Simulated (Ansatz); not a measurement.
**Pt: elastic constants**

How stiff is the crystal, and how unevenly? Runs: cell and atoms relaxed (PAW); reference run (PAW); cell relaxed at 2 GPa (PAW); at 2 GPa (PAW).

Method: DFT PBEsol, frozen-core PAW, scalar-relativistic unless said, in Ansatz 0.2.0.

3 further runs of the same task are left out: 3 that didn't finish.

## 1. The starting structure

The structure is cubic, space group Fm-3m (No. 225). The conventional cell has a = 3.922 Å, b = 3.922 Å, c = 3.922 Å, α = 90.00°, β = 90.00°, γ = 90.00°. Pt (site symmetry m-3m) is surrounded by 12 Pt at 2.77 Å.

Coordinates:

```
Pt
1.0
     0.00000    1.96090    1.96090
     1.96090    0.00000    1.96090
     1.96090    1.96090    0.00000
Pt
1
Direct
  0.00000 0.00000 0.00000
```

Cartesian axes are those of the input's lattice vectors. The structure goes back to a database entry.

## 2. Cell and atoms relaxed, PAW

Input file input.yaml:

```yaml
crystal:
  lattice:
    - [0.0, 1.9609, 1.9609]
    - [1.9609, 0.0, 1.9609]
    - [1.9609, 1.9609, 0.0]
  atoms:
    - { symbol: Pt, position: [0.0, 0.0, 0.0] }
kpoints:
  mp_grid: { grid: [24, 24, 24] }
scf:
  occupations: { method: fermi_dirac, width: 0.1 }
hamiltonian:
  xc: pbesol
  pseudopotentials: { kind: paw }
relax:
  f_tol: 0.002
  max_steps: 80
  cell: {}
output:
  forces: true
  stress: true
  write_density: true
  write_potential: true
  elf: true
  volumetric_format: npy
```

Run with:

```sh
> ansatz run input.yaml --threads 1 --pin off --max-ram 2560MiB --backend cpu --events-out ev --progress --plain --runs-dir out
```

Standard output, shortened:

```text
[...]
Pseudopotentials: kind: paw
Pseudopotential: Pt, paw, valence charge 18, recommended cutoff 420 eV (normal), Pt.paw.azcp
Functional definition: PBEsol
[...]
Crystal: 1 atoms, lattice volume = 15.080 Å³
Basis set: ecut = 420 eV, 283 PW (Γ), exchange–correlation on 40×40×40 points (8 copies of the dense FFT grid, shifted against one another)
Bands: 13, of which v1, the nominal top of the filled ones, is band 9 counted from 1 (8 counted from 0)
Symmetry: 48 space group operations
Space group: Fm-3m (ITA 225), of the structure as read, at distance tolerance 2.5e-5 Å
k-points: 413 of 13824
[...]
       -0.000000      -0.000000      -0.002116
  P = ⅓ Tr σ = -0.0021 GPa (-0.021 kbar)
--- Band table (eV; the first three rows and the last of 413) ---
  k-point 0: bands = ["-75.2843", "-29.2321", "-29.2321", "-29.2321", "12.9553", "19.4524", "19.4524", "19.4524", "21.6410", "21.6410", "37.8366", "42.7779", "42.7779"]
[...]
--- Relaxed structure (3 steps of the walk, 2 accepted, 1 SCFs on fresh bases) ---
  F+E_penalty+E_count = -12383.84927805 eV   max|allowed force component| = 0.000e0 eV/Å   (the final SCF, on the basis selected at the relaxed cell)
  cell:  # Å, volume = 15.0566 Å³
    - [-4.076297626316472e-34, 1.959893986607813, 1.959893986607813]
    - [1.959893986607813, -2.292917414803016e-34, 1.959893986607813]
    - [1.959893986607813, 1.959893986607813, -5.350140634540371e-34]
  atoms:
    - { symbol: Pt, position: [0.0, 0.0, 0.0] }
```

Wall time 12 s (1 thread of Arm Neoverse V2, shared host); peak memory 0.37 GiB.

Relaxation path:

```
step  energy from step 1 (eV/cell)  largest force component (eV/Å)  pressure (GPa)  volume (Å³)
   1                        0.0000                          0.0000           -0.44        15.08
  2x                        0.0000                          0.0000            0.80        15.01
   3                        0.0000                          0.0000            0.00        15.06
   4                        0.0000                          0.0000            0.00        15.06
```

Step 1 is the start. Step 4 repeats the geometry before on a plane-wave basis chosen anew for that cell, so the energy can jump there without any move; the table keeps such jumps. 1 step was tried and not accepted (marked x).

| input's cell | before | after | change |
| --- | --- | --- | --- |
| a (Å) | 2.773 | 2.772 | -0.1 % |
| b (Å) | 2.773 | 2.772 | -0.1 % |
| c (Å) | 2.773 | 2.772 | -0.1 % |
| volume (Å³/atom) | 15.08 | 15.06 | -0.2 % |

## 3. Reference run, PAW

Input file input.yaml:

```yaml
crystal:
  lattice:
    - [0.0, 1.95989398661, 1.95989398661]
    - [1.95989398661, 0.0, 1.95989398661]
    - [1.95989398661, 1.95989398661, 0.0]
  atoms:
    - { symbol: Pt, position: [0.0, 0.0, 0.0] }
kpoints:
  mp_grid: { grid: [24, 24, 24] }
scf:
  occupations: { method: fermi_dirac, width: 0.1 }
hamiltonian:
  xc: pbesol
  pseudopotentials: { kind: paw }
elastic:
  mode: relaxed_ion
  stencil: two_point
  amplitude: 0.005
```

Run with:

```sh
> ansatz run input.yaml --threads 1 --pin off --max-ram 2560MiB --backend cpu --events-out ev --progress --plain --runs-dir out
```

Standard output:

```text
Engine: ansatz 0.2.0
[... 3 set-up lines as earlier in the session ...]
  exchange = pbesol_x
  correlation = pbesol_c
Crystal: 1 atoms, lattice volume = 15.057 Å³
Basis set: ecut = 420 eV, 283 PW (Γ), exchange–correlation on 40×40×40 points (8 copies of the dense FFT grid, shifted against one another)
Bands: 13, of which v1, the nominal top of the filled ones, is band 9 counted from 1 (8 counted from 0)
[... 2 set-up lines as earlier in the session ...]
k-points: 413 of 13824
Non-local potential: Pt, projectors of the file, l = 0: 3, l = 1: 2, l = 2: 2, l = 3: 1
PAW form: soft (Blöchl's): semilocal exchange-correlation on the pseudo side does not see the compensation charge
PAW frozen core: Pt, regenerated for the run's functional, and the local potential with it (the file was generated under x = pbe(κ = 0.804, μ = 0.2195149727645171), c = pbe(β = 0.06672455060314922))
PAW one-centre angular grid: Pt, 590 points (default); XC on 64 Gauss nodes
Initial density: superposition of atomic densities (neutral atoms: chi_scale 0, normalization atom), corrected by the library's trained network
Initial wavefunctions: pseudopotential atomic-orbital guess
Functional: x = pbesol(κ = 0.804, μ = 0.12345679012345678), c = pbesol(β = 0.046)
SCF iter   1: F=—  HF=-12383.850932 eV  |F-HF|=—  |Δ(HF+E_count)|=         —  Δρ=6.53e-3  dr2=5.03e-3  ethr=1.77e-3  ⟨swp⟩=5.0  Hψ=29771  notcnv=0
preconditioner: auto → none  [metal: Δε(μ)=0.001 eV  Ē_g=14.194 eV  σ=0.100 eV  W_gap=0.00  n_scr=8 (ndim 8)  ℏωp=30.3 eV  f_vac=0.000  D(μ)=1.72/eV (n_scr^D=26)  sad-step TF]
SCF iter   2: F=—  HF=-12383.849494 eV  |F-HF|=—  |Δ(HF+E_count)|=   1.44e-3  Δρ=3.06e-3  dr2=1.01e-3  ethr=2.79e-5  ⟨swp⟩=1.4  Hψ=9077  notcnv=0
SCF iter   3: F=—  HF=-12383.849272 eV  |F-HF|=—  |Δ(HF+E_count)|=   2.22e-4  Δρ=3.83e-4  dr2=1.02e-5  ethr=5.63e-6  ⟨swp⟩=2.0  Hψ=7354  notcnv=0
SCF iter   4: F=—  HF=-12383.849275 eV  |F-HF|=—  |Δ(HF+E_count)|=   3.37e-6  Δρ=7.55e-5  dr2=2.47e-7  ethr=5.66e-8  ⟨swp⟩=2.5  Hψ=8859  notcnv=0
SCF iter   5: F=—  HF=-12383.849278 eV  |F-HF|=—  |Δ(HF+E_count)|=   2.99e-6  Δρ=8.43e-6  dr2=9.15e-9  ethr=1.37e-9  ⟨swp⟩=2.0  Hψ=8618  notcnv=0
SCF iter   6: F=—  HF=-12383.849278 eV  |F-HF|=—  |Δ(HF+E_count)|=   2.11e-9  Δρ=6.08e-7  dr2=1.33e-11  ethr=5.08e-11  ⟨swp⟩=2.1  Hψ=7288  notcnv=0
SCF iter   7: F=—  HF=-12383.849278 eV  |F-HF|=—  |Δ(HF+E_count)|=  5.46e-12  Δρ=3.83e-8  dr2=1.65e-13  ethr=7.39e-14 (applied; sched 1.00e-12)  ⟨swp⟩=2.3  Hψ=8369  notcnv=0
SCF iter   8: F=-12383.849278 eV  HF=-12383.849278 eV  |F-HF|=3.64e-12  |Δ(HF+E_count)|=  1.82e-12  Δρ=1.75e-9  dr2=4.92e-17  ethr=1.00e-12  ⟨swp⟩=4.0  Hψ=16423  notcnv=0
SCF 1 converged in 8 iterations: F = -12383.849278 eV  dr2 = 4.92e-17
Crystal: 1 atoms, lattice volume = 14.981 Å³
Symmetry: 16 space group operations
k-points: 1063 of 13824
Initial density: handed on by an earlier stage of this run
Initial wavefunctions: those handed on with the density
iter 1 solved again at ethr=4.39e-7 eV; its pass at ethr=3.10e-3 eV (dr2=7.90e-5 eV) is discarded
SCF iter   1: F=—  HF=-12383.848863 eV  |F-HF|=—  |Δ(HF+E_count)|=         —  Δρ=9.42e-4  dr2=3.44e-5  ethr=4.39e-7  ⟨swp⟩=2.3  Hψ=91980  notcnv=0
preconditioner: auto → none  [metal: Δε(μ)=0.002 eV  Ē_g=14.285 eV  σ=0.100 eV  W_gap=0.00  n_scr=8 (ndim 8)  ℏωp=30.3 eV  f_vac=0.000  D(μ)=1.71/eV (n_scr^D=26)]
SCF iter   2: F=—  HF=-12383.848856 eV  |F-HF|=—  |Δ(HF+E_count)|=   6.35e-6  Δρ=4.00e-4  dr2=4.58e-6  ethr=1.91e-7  ⟨swp⟩=2.2  Hψ=19267  notcnv=0
SCF iter   3: F=—  HF=-12383.848853 eV  |F-HF|=—  |Δ(HF+E_count)|=   3.29e-6  Δρ=9.37e-5  dr2=5.65e-7  ethr=2.54e-8  ⟨swp⟩=2.1  Hψ=23572  notcnv=0
SCF iter   4: F=—  HF=-12383.848854 eV  |F-HF|=—  |Δ(HF+E_count)|=   1.04e-6  Δρ=1.61e-5  dr2=1.00e-8  ethr=3.14e-9  ⟨swp⟩=2.0  Hψ=18879  notcnv=0
SCF iter   5: F=—  HF=-12383.848854 eV  |F-HF|=—  |Δ(HF+E_count)|=   2.05e-9  Δρ=2.31e-6  dr2=2.10e-10  ethr=5.57e-11  ⟨swp⟩=2.2  Hψ=21972  notcnv=0
SCF iter   6: F=—  HF=-12383.848854 eV  |F-HF|=—  |Δ(HF+E_count)|=  1.42e-10  Δρ=9.10e-8  dr2=4.01e-13  ethr=1.17e-12  ⟨swp⟩=1.0  Hψ=14001  notcnv=0
SCF iter   7: F=-12383.848854 eV  HF=-12383.848854 eV  |F-HF|=0.00e0  |Δ(HF+E_count)|=    0.00e0  Δρ=1.26e-8  dr2=1.02e-14  ethr=1.00e-12  ⟨swp⟩=4.0  Hψ=46174  notcnv=0
SCF 2 converged in 7 iterations: F = -12383.848854 eV  dr2 = 1.02e-14
Crystal: 1 atoms, lattice volume = 15.132 Å³
Basis set: ecut = 420 eV, 291 PW (Γ), exchange–correlation on 40×40×40 points (8 copies of the dense FFT grid, shifted against one another)
iter 1 solved again at ethr=5.02e-10 eV; its pass at ethr=3.10e-3 eV (dr2=9.03e-8 eV) is discarded
SCF iter   1: F=—  HF=-12383.848860 eV  |F-HF|=—  |Δ(HF+E_count)|=         —  Δρ=1.40e-4  dr2=9.50e-8  ethr=5.02e-10  ⟨swp⟩=2.2  Hψ=89278  notcnv=0
preconditioner: auto → none  [metal: Δε(μ)=0.001 eV  Ē_g=14.174 eV  σ=0.100 eV  W_gap=0.00  n_scr=8 (ndim 8)  ℏωp=30.2 eV  f_vac=0.000  D(μ)=1.74/eV (n_scr^D=26)]
SCF iter   2: F=—  HF=-12383.848861 eV  |F-HF|=—  |Δ(HF+E_count)|=   8.26e-7  Δρ=6.95e-5  dr2=1.82e-8  ethr=5.02e-10  ⟨swp⟩=1.9  Hψ=18244  notcnv=0
SCF iter   3: F=—  HF=-12383.848861 eV  |F-HF|=—  |Δ(HF+E_count)|=   3.48e-7  Δρ=1.54e-5  dr2=3.01e-9  ethr=1.01e-10  ⟨swp⟩=2.1  Hψ=19414  notcnv=0
SCF iter   4: F=—  HF=-12383.848861 eV  |F-HF|=—  |Δ(HF+E_count)|=   1.61e-8  Δρ=1.22e-6  dr2=9.33e-12  ethr=1.67e-11  ⟨swp⟩=2.2  Hψ=19660  notcnv=0
SCF iter   5: F=—  HF=-12383.848861 eV  |F-HF|=—  |Δ(HF+E_count)|=  1.06e-10  Δρ=1.36e-7  dr2=2.72e-13  ethr=5.19e-14 (applied; sched 1.00e-12)  ⟨swp⟩=2.3  Hψ=21140  notcnv=0
SCF iter   6: F=-12383.848861 eV  HF=-12383.848861 eV  |F-HF|=3.64e-12  |Δ(HF+E_count)|=  3.64e-12  Δρ=3.84e-9  dr2=4.35e-16  ethr=1.00e-12  ⟨swp⟩=3.9  Hψ=40926  notcnv=0
SCF 3 converged in 6 iterations: F = -12383.848861 eV  dr2 = 4.35e-16
Symmetry: 8 space group operations
k-points: 1963 of 13824
iter 1 solved again at ethr=5.79e-7 eV; its pass at ethr=3.10e-3 eV (dr2=1.04e-4 eV) is discarded
SCF iter   1: F=—  HF=-12383.849187 eV  |F-HF|=—  |Δ(HF+E_count)|=         —  Δρ=1.01e-3  dr2=4.23e-5  ethr=5.79e-7  ⟨swp⟩=2.0  Hψ=164202  notcnv=0
preconditioner: auto → none  [metal: Δε(μ)=0.001 eV  Ē_g=14.223 eV  σ=0.100 eV  W_gap=0.00  n_scr=8 (ndim 8)  ℏωp=30.3 eV  f_vac=0.000  D(μ)=1.73/eV (n_scr^D=26)]
SCF iter   2: F=—  HF=-12383.849176 eV  |F-HF|=—  |Δ(HF+E_count)|=   1.08e-5  Δρ=3.24e-4  dr2=2.82e-6  ethr=2.35e-7  ⟨swp⟩=2.0  Hψ=40080  notcnv=0
SCF iter   3: F=—  HF=-12383.849174 eV  |F-HF|=—  |Δ(HF+E_count)|=   2.40e-6  Δρ=8.69e-5  dr2=1.95e-7  ethr=1.56e-8  ⟨swp⟩=1.0  Hψ=25519  notcnv=0
SCF iter   4: F=—  HF=-12383.849174 eV  |F-HF|=—  |Δ(HF+E_count)|=   6.04e-7  Δρ=3.15e-6  dr2=3.53e-10  ethr=1.08e-9  ⟨swp⟩=1.0  Hψ=25650  notcnv=0
SCF iter   5: F=—  HF=-12383.849174 eV  |F-HF|=—  |Δ(HF+E_count)|=  4.46e-10  Δρ=8.36e-7  dr2=9.42e-11  ethr=1.96e-12  ⟨swp⟩=2.0  Hψ=43679  notcnv=0
SCF iter   6: F=—  HF=-12383.849174 eV  |F-HF|=—  |Δ(HF+E_count)|=  2.18e-11  Δρ=1.84e-7  dr2=1.31e-12  ethr=5.23e-13 (applied; sched 1.00e-12)  ⟨swp⟩=2.1  Hψ=35743  notcnv=0
SCF iter   7: F=-12383.849174 eV  HF=-12383.849174 eV  |F-HF|=0.00e0  |Δ(HF+E_count)|=  1.82e-12  Δρ=4.96e-8  dr2=5.64e-14  ethr=1.00e-12  ⟨swp⟩=4.0  Hψ=84674  notcnv=0
SCF 4 converged in 7 iterations: F = -12383.849174 eV  dr2 = 5.64e-14
iter 1 solved again at ethr=1.56e-10 eV; its pass at ethr=3.10e-3 eV (dr2=2.81e-8 eV) is discarded
SCF iter   1: F=—  HF=-12383.849174 eV  |F-HF|=—  |Δ(HF+E_count)|=         —  Δρ=7.86e-5  dr2=2.83e-8  ethr=1.56e-10  ⟨swp⟩=2.3  Hψ=164734  notcnv=0
preconditioner: auto → none  [metal: Δε(μ)=0.001 eV  Ē_g=14.222 eV  σ=0.100 eV  W_gap=0.00  n_scr=8 (ndim 8)  ℏωp=30.3 eV  f_vac=0.000  D(μ)=1.73/eV (n_scr^D=26)]
SCF iter   2: F=—  HF=-12383.849174 eV  |F-HF|=—  |Δ(HF+E_count)|=   5.27e-8  Δρ=3.91e-5  dr2=5.32e-9  ethr=1.56e-10  ⟨swp⟩=2.4  Hψ=36770  notcnv=0
SCF iter   3: F=—  HF=-12383.849174 eV  |F-HF|=—  |Δ(HF+E_count)|=   9.14e-8  Δρ=1.04e-5  dr2=8.89e-10  ethr=2.96e-11  ⟨swp⟩=1.9  Hψ=33934  notcnv=0
SCF iter   4: F=—  HF=-12383.849174 eV  |F-HF|=—  |Δ(HF+E_count)|=   6.51e-9  Δρ=2.41e-7  dr2=7.96e-13  ethr=4.94e-12  ⟨swp⟩=2.6  Hψ=37661  notcnv=0
SCF iter   5: F=-12383.849174 eV  HF=-12383.849174 eV  |F-HF|=1.82e-12  |Δ(HF+E_count)|=  3.64e-12  Δρ=3.64e-8  dr2=3.18e-14  ethr=1.00e-12  ⟨swp⟩=4.0  Hψ=85268  notcnv=0
SCF 5 converged in 5 iterations: F = -12383.849174 eV  dr2 = 3.18e-14
SCF converged after 8 iterations
Free energy (F): -12383.849278 eV
Harris-Foulkes:  -12383.849278 eV  (|F-HF|=3.64e-12)
Internal energy: -12383.794814 eV  (E = F + TS)
E sigma→0 (E₀):  -12383.822046 eV
Entropy (-TS):   -0.054464 eV (-54.464 meV/atom)
Fermi energy:    23.286784 eV
--- Per-component energies (eV) ---
  E_band       = -131.025613
  E_kinetic    = 638.036796
  E_local      = -1461.014866  (includes V_loc(G=0)·N_el)
  E_nonlocal   = 202.943352
  E_hartree    = 541.271188
  E_xc         = -260.464837
  E_vxc        = -302.577120  (∫ρ·V_xc dr)
  E_paw        = -9316.312441  (= ΣΔE_a)
  E_vpaw       = -290.956350  (= ΣTr[D̂ρ^β])
  E_aug_tail   = 0.000198  (compensation charges beyond the density's cutoff)
  E_ewald      = -2728.541186
  E_core_change = 0.286981  (= ΣΔE_core)
  E_smearing   = -0.054464  (= −TS)
  E_closure    = 0.000000  (closes the sum)
  Σ components = -12383.849278   (vs F -12383.849278, Δ=0.00e0)
--- Forces (eV/Å), atoms counted from 1 ---
  atom   1  Pt    -0.00000000     0.00000000    -0.00000000
  max |Σ_I F_I| component: 9.86e-32 eV/Å
--- Stress (GPa, compression-positive) ---
       -0.002115       0.000000      -0.000000
       -0.000000      -0.002115       0.000000
        0.000000       0.000000      -0.002115
  P = ⅓ Tr σ = -0.0021 GPa (-0.021 kbar)
--- Band table (eV; the first three rows and the last of 413) ---
  k-point 0: bands = ["-75.2843", "-29.2321", "-29.2321", "-29.2321", "12.9553", "19.4524", "19.4524", "19.4524", "21.6410", "21.6410", "37.8366", "42.7779", "42.7779"]
  k-point 1: bands = ["-75.2837", "-29.2405", "-29.2333", "-29.2333", "13.0260", "19.4200", "19.4811", "19.4811", "21.6244", "21.6244", "37.9468", "42.3804", "42.8851"]
  k-point 2: bands = ["-75.2820", "-29.2649", "-29.2368", "-29.2368", "13.2346", "19.3306", "19.5613", "19.5613", "21.5823", "21.5823", "38.2616", "41.4547", "43.2014"]
  k-point 412: bands = ["-75.2396", "-29.5498", "-29.5498", "-29.4160", "17.5604", "18.6745", "18.6745", "21.2556", "23.7821", "30.3608", "31.5199", "31.5199", "35.3005"]
--- Elastic constants: 2 strain directions × 2 members + reference (group order 48) ---
  dense FFT box of the reference and of every strained cell: 20×20×20
  strains applied: 11, 23; error gains: componentwise 1.00 (the most a stress slope's error grows in a printed constant), spectral 1.73 (1 for all six strains in a standard setting)
  C = ∂σ_k/∂η_j (tension-positive GPa; Voigt order 11 22 33 23 13 12):
       357.682    249.551    249.551     -0.000     -0.000     -0.000
       249.551    357.682    249.551     -0.000     -0.000      0.000
       249.551    249.551    357.682     -0.000      0.000     -0.000
         0.000     -0.000     -0.000     88.210      0.000     -0.000
         0.000     -0.000     -0.000     -0.000     88.210      0.000
         0.000     -0.000     -0.000     -0.000     -0.000     88.210
  reference stress σ⁰ (GPa):      0.002      0.002      0.002     -0.000      0.000     -0.000
  C* (energy form; C + prestress term) asymmetry max|C*_kj − C*_jk| = 1.705e-13 GPa — a small one proves nothing (zero by symmetry where the batch's group is 432, −43m or m−3m); a large one is finite-difference/SCF noise where every solve meets its electron count
  moduli (Voigt/Reuss/Hill, GPa): K = 285.59/285.59/285.59   G = 74.55/70.42/72.49   E = 200.50   ν = 0.383
  mechanically stable: yes (min eigenvalue of sym C = 88.21 GPa)
  strain η (Voigt 11):  stress-route row diagonal C_11 = 357.68 GPa, energy-path curvature d²(F+E_count+ΔE)/dδ²/Ω₀ = 357.65 GPa
         δ    σ_11 (GPa)             F (eV)   n_scf  n_hpsi   n_pw
    -5.000e-3      -1.8135      -12383.8488542       7  248601    305   relax 0 steps, max|allowed force component| 0.00e0 eV/Å
     5.000e-3       1.7634      -12383.8488611       6  221422    307   relax 0 steps, max|allowed force component| 0.00e0 eV/Å
  strain η (Voigt 23):  stress-route row diagonal C_44 = 88.21 GPa, energy-path curvature d²(F+E_count+ΔE)/dδ²/Ω₀ = 88.19 GPa
         δ    σ_23 (GPa)             F (eV)   n_scf  n_hpsi   n_pw
    -5.000e-3      -0.4410      -12383.8491742       7  443111    305   relax 0 steps, max|allowed force component| 0.00e0 eV/Å
     5.000e-3       0.4410      -12383.8491742       5  381941    305   relax 0 steps, max|allowed force component| 0.00e0 eV/Å
```

Run time: 58 s. Hardware: 1 thread of Arm Neoverse V2, shared host; peak memory 0.64 GiB.

C in GPa (Voigt order xx, yy, zz, yz, xz, xy):

```
357.7 249.6 249.6   0.0   0.0   0.0
249.6 357.7 249.6   0.0   0.0   0.0
249.6 249.6 357.7   0.0   0.0   0.0
  0.0   0.0   0.0  88.2   0.0   0.0
  0.0   0.0   0.0   0.0  88.2   0.0
  0.0   0.0   0.0   0.0   0.0  88.2
```

[end of part 1 of 3]
